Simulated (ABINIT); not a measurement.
# Quasiparticle gap of KCl (Sylvite) in ABINIT, part 3 of 3

Wanted: ground state, empty states, screening and self-energy for KCl (Sylvite).

ABINIT 10.8.3; PBE and many-body steps on it, plane waves. Known limits of the many-body steps: not at the basis limit.

So far. Step 4 (Empty states on the mesh, 4×4×4 mesh, 220 bands): On this mesh the gap is 5.190 eV. Step 5 (Screening, 4×4×4 mesh, 212 bands, screening to 190.5 eV): Local fields lower ε∞ by 16 %.

**6. Self-energy, 4×4×4 mesh, 212 bands, screening to 190.5 eV**

The self-energy is evaluated for the states that the input lists, and the levels follow from it, in one-shot runs by the linearised quasiparticle equation.

This step: G0W0 on PBE, plane waves, norm-conserving pseudopotentials.

run.abi

```
acell 3*1.0 Angstrom
rprim 
  -0.000000000000 3.146470000000 3.146470000000
  3.146470000000 0.000000000000 3.146470000000
  3.146470000000 3.146470000000 -0.000000000000
ntypat 2
znucl 19 17
natom 2
typat 1 2
xred 
  0.000000000000 0.000000000000 0.000000000000
  0.500000000000 0.500000000000 0.500000000000
pp_dirpath "pseudos"
pseudos "K.upf, Cl.upf"
ecut 33
ngkpt 4 4 4
nshiftk 1
shiftk 0 0 0
kptopt 1
chksymbreak 0
istwfk *1
occopt 1
irdwfk 1
optdriver 4
nband 212
gwcalctyp 0
ecutsigx 33
symsigma 1
nkptgw 1
kptgw 
  0.0000000000 0.0000000000 0.0000000000
bdgw 
  6 12
ecuteps 7
irdscr 1
ppmodel 1
indata_prefix "in"
outdata_prefix "out"
tmpdata_prefix "tmp"
```

Launch:

```bash
$ OMP_NUM_THREADS=1 mpirun -n 4 abinit run.abi > log
```

Numbers of over 12 decimals in the logs are rounded to 6 here.

The log of the run:

```text
.Version 10.8.3 of ABINIT. v10.8.2 released Aug 2026.

 Symmetries : space group Fm -3 m (#225); Bravais cF (face-center cubic)
[... echo of the input left out ...]
== DATASET  1 ==================================================================
-   mpi_nproc: 4, omp_nthreads: 1 (-1 if OMP is not activated)

--- !DatasetInfo
iteration_state: {dtset: 1, }
dimensions: {natom: 2, nkpt: 8, mband: 212, nsppol: 1, nspinor: 1, nspden: 1, mpw: 3839, }
cutoff_energies: {ecut:  33.0, pawecutdg:  -1.0, }
electrons: {nelect:   1.60000000E+01, charge:   0.00000000E+00, occopt:   1.00000000E+00, tsmear:   1.00000000E-02, }

 SIGMA: Calculation of the GW corrections

 Based on a program developped by R.W. Godby, V. Olevano, G. Onida, and L. Reining.
 Incorporated in ABINIT by V. Olevano, G.-M. Rignanese, and M. Torrent.
.Using double precision arithmetic ; gwpc =  8

[... cell and pseudopotentials left out ...]
--------------------------------------------------------------------------------

 ==== K-mesh for the wavefunctions ====
 Number of points in the irreducible wedge :     8
[... list of points left out ...]
 Together with 48 symmetry operations and time-reversal symmetry
 yields    64 points in the full Brillouin Zone.

 ==== Q-mesh for screening function ====
 Number of points in the irreducible wedge :     8
[... list of points left out ...]
 Together with 48 symmetry operations and time-reversal symmetry
 yields    64 points in the full Brillouin Zone.

 vcoul_init : cutoff-mode = AUXILIARY_FUNCTION
 q-points for optical limit:   1
     1)      0.000010    0.000020    0.000030
 setmesh: FFT mesh size selected  =    45x   45x   45
          total number of points  =        91125

 Number of electrons calculated from density =   16.0000; Expected =   16.0000
 average of density, n =  0.038056
 r_s =    1.8443
 omega_plasma =   18.8177 [eV]

 === KS Band Gaps ===
  >>>> For spin  1
   Minimum direct gap =   5.1895 [eV], located at k-point      :   0.0000  0.0000  0.0000
   Fundamental gap    =   5.1895 [eV], Top of valence bands at :   0.0000  0.0000  0.0000
                                       Bottom of conduction at :   0.0000  0.0000  0.0000
 SIGMA fundamental parameters:
 PLASMON POLE MODEL  1
 number of plane-waves for SigmaX                 3839
 number of plane-waves for SigmaC and W            339
 number of plane-waves for wavefunctions          3839
 number of bands                                   212
 number of independent spin polarizations            1
 number of spinorial components                      1
 number of k-points in IBZ                           8
 number of q-points in IBZ                           8
 number of symmetry operations                      48
 number of k-points in BZ                           64
 number of q-points in BZ                           64
 number of frequencies for dSigma/dE                 9
 frequency step for dSigma/dE [eV]                0.25
 number of omega for Sigma on real axis              0
 max omega for Sigma on real axis  [eV]           0.00
 zcut for avoiding poles [eV]                     0.10

 EPSILON^-1 parameters (SCR file):
 dimension of the eps^-1 matrix on file            339
 dimension of the eps^-1 matrix used               339
 number of plane-waves for wavefunctions          3839
 number of bands                                   212
 number of q-points in IBZ                           8
 number of frequencies                               2
 number of real frequencies                          1
 number of imag frequencies                          1

 matrix elements of self-energy operator (all in [eV])

 Perturbative Calculation

--- !SelfEnergy_ee
iteration_state: {dtset: 1, }
kpoint     : [   0.000,    0.000,    0.000, ]
spin       : 1
KS_gap     :    5.190
QP_gap     :    8.119
Delta_QP_KS:    2.929
data: !SigmaeeData |
     Band     E0 <VxcDFT>   SigX SigC(E0)      Z dSigC/dE  Sig(E)    E-E0       E
        6  -0.231 -14.148 -18.664   1.751   0.808  -0.238 -16.381  -2.234  -2.465
        7  -0.231 -14.148 -18.664   1.751   0.808  -0.238 -16.381  -2.234  -2.465
        8  -0.231 -14.148 -18.664   1.751   0.808  -0.238 -16.381  -2.234  -2.465
        9   4.958  -6.955  -3.245  -2.913   0.873  -0.146  -6.259   0.695   5.654
       10   8.135  -8.956  -4.051  -3.044   0.868  -0.153  -7.341   1.615   9.750
       11   8.135  -8.956  -4.051  -3.044   0.868  -0.153  -7.341   1.615   9.750
       12   8.135  -8.956  -4.051  -3.044   0.868  -0.153  -7.341   1.615   9.750

== END DATASET(S) ==============================================================
================================================================================

 -outvars: echo values of variables after computation  --------
           etotal      0.0000000000E+00
            nband         212
             nkpt           8
          spgroup         225
 [... the other variables as echoed above ...]

 Calculation completed.
```

It took 19 s on 4 MPI ranks of Arm Neoverse V1, shared host; peak memory 1.5 GiB.

Numbers from this step:

| Property | Result |
| --- | --- |
| G0W0 gap on the points computed | 8.119 eV |
| starting gap on the mesh | 5.190 eV |
| k of the valence top | 0, 0, 0 |
| k of the conduction bottom | 0, 0, 0 |
| Z at the valence top | 0.808 |
| Z at the conduction bottom | 0.873 |
| least direct G0W0 gap on the computed points | 8.119 eV |

The gap on the mesh goes from 5.19 eV to 8.12 eV, a correction of +2.93 eV.

Limits: finite bands, cutoff and mesh. v1 is the top filled band, c1 the lowest empty one. The levels before and after the correction (eV, zero at the valence-band top of each column):

```tsv
	conduction bottom	valence top
Kohn-Sham	5.19	0.00
G0W0	8.12	0.00
```

```tsv
	level	energy (eV)
Kohn-Sham	Γ v3-v1	0.000
Kohn-Sham	Γ c1	5.190
Kohn-Sham	Γ c2-c4	8.367
G0W0	Γ v3-v1	0.000
G0W0	Γ c1	8.119
G0W0	Γ c2-c4	12.215
```

**7. Where the time went**

Times are wall times on 4 MPI ranks of Arm Neoverse V1, shared host, good to a factor of about two.

```tsv
step	time	share	memory (GiB)
ground state	11 s	6 %	0.32
bands along the symmetry lines	21 s	11 %	0.3
empty states on the mesh	86 s	45 %	3.4
screening	56 s	29 %	1.5
self-energy	19 s	10 %	1.5
```

**8. Outcome**

```yaml
pbe_gap: 5.19 eV, direct
g0w0_gap_on_the_mesh: 8.12 eV
gw_settings: 4×4×4 mesh, 212 bands, screening to 190.5 eV, Godby-Needs plasmon pole
known_limits: not at the basis limit
```

**Reading.** G0W0 moves the gap on the mesh from 5.19 eV to 8.12 eV (+2.93 eV), with Z of 0.81 and 0.87 at the edges. Local fields lower the RPA ε∞ on this mesh from 2.59 to 2.18. Only 1 of the mesh's irreducible points was corrected, so a valley elsewhere could overtake. The dearest step here is «empty states on the mesh». Bands and cutoff are finite, so the gap is not at the basis limit. The miss can reach some tenths of an eV and take either sign; the mesh is an error of its own. In the G0W0 run levels were corrected at 1 k point alone, so a gap called «on the mesh» is the least over those, and an edge elsewhere would be missed.

[Paths, hosts, dates, memory and timing lines, banners, echoed tables and standing remarks are left out of the program output.]

[Logs are printed without paths, hosts, clocks, repeated set-up lines and the standing remarks that a program may print on its own settings, such as how far it seeks lower states.]

[Runs of the session that timed out or met a known fault of the program may be left out.]

[Hosts, paths, dates, database ids (printed as entryN), source tags and the programs' standing remarks are cut or masked in the printed files.]

[G0W0 gaps are taken among the corrected bands and points alone; a level outside them can change the order at an edge.]

[Where Ansatz stands beside ABINIT at settings called matched, ABINIT's density can come from a denser mesh and the files from another edition; pairs whose starting gaps differed by over 0.03 eV were left out, so agreement reads better than it is.]
